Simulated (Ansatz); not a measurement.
## Pressure against volume in BP

It was relaxed at this level from a cell as deposited in COD.

These are results of Ansatz 0.2.0, DFT PBE, scalar-relativistic, plane waves, PAW, not measurements. The final run on the 2-atom cell used 420 eV, a Γ-centred 10×10×10 mesh, 0.02 eV smearing and no spin polarisation.

```
B P
1.0
     0.00000    2.27415    2.27415
     2.27415    0.00000    2.27415
     2.27415    2.27415    0.00000
B P
1 1
Direct
  0.00000 0.00000 0.00000
  0.75000 0.75000 0.75000
```

The cell was set to several volumes, with shape and atoms relaxed at each where symmetry leaves them free. Pressure is positive in compression, and energies count from the lowest row.

```csv
row,V (Å³/atom),P (GPa),ΔE (meV/atom),gap on mesh (eV)
1,10.350,26.36,105.0,1.07
2,10.703,18.27,56.1,1.12
3,11.056,?,?,?
4,11.409,5.24,5.6,1.21
5,11.761,0.01,0.0,1.25
6,12.114,-4.51,5.1,1.29
7,12.467,-8.43,19.4,1.33
8,12.938,-12.84,50.9,1.38
```

Question: Find B = −V·ΔP/ΔV from rows 4 and 6 and from rows 1 and 2, and from the two its slope B′ and its value B0 at zero pressure.

Answer: Rows 4 and 6 give −(11.409 + 12.114)/2 × (-4.51 − (5.24))/(12.114 − 11.409) = 162.7 GPa at a mean pressure of 0.37 GPa. Rows 1 and 2 give −(10.350 + 10.703)/2 × (18.27 − (26.36))/(10.703 − 10.350) = 241.2 GPa at a mean pressure of 22.31 GPa. So B′ = (241.2 − 162.7)/(22.31 − (0.37)) = 3.58 and B0 = 162.7 − 3.58 × (0.37) = 161.4 GPa. A third-order Birch–Murnaghan fit to all the energies gives B0 = 161.8 GPa and B′ = 3.8.

Question: Estimate the pressure and energy of row 3.

Answer: From row 5, V0 = 11.761 × (1 + (0.01)/161.4) = 11.762 Å³/atom. Murnaghan's form P = (B0/B′)·[(V0/V)^B′ − 1] gives (161.4/3.58) × [(11.762/11.056)^3.58 − 1] = 11.18 GPa; the computed pressure is 11.29 GPa, so the estimate is off by -0.11 GPa. The work of compression from row 4, with the mean of the two pressures, gives ΔE = 5.6 + (11.18 + 5.24)/2 × (11.409 − 11.056)/160.2 × 1000 = 23.7 meV/atom (1 eV/Å³ = 160.2 GPa); the computed value is 23.7 meV/atom.

Question: Fit the gap against pressure through the other rows and estimate it at the computed pressure of row 3.

Answer: Over the 7 rows the mean pressure is 3.4429 GPa and the mean gap is 1.236 eV. The sums of products of deviations are S_xx = 1229 and S_xy = -9.509, so the slope is -9.509/1229 = -0.007737 (r = -0.99, rms misfit 0.01 eV). At 11.29 GPa the line gives 1.236 + (-0.007737) × (11.29 − 3.4429) = 1.18 eV. The computed value is 1.17 eV, so the line is off by +0.01 eV, no more than the largest miss among the fitted rows (0.02 eV).

Kohn–Sham gaps at this level usually fall short of measured ones. All volumes keep the k mesh of the relaxed cell. A later test with randomly moved atoms came back to the same energy, though modes that don't fit the test's cell weren't probed.
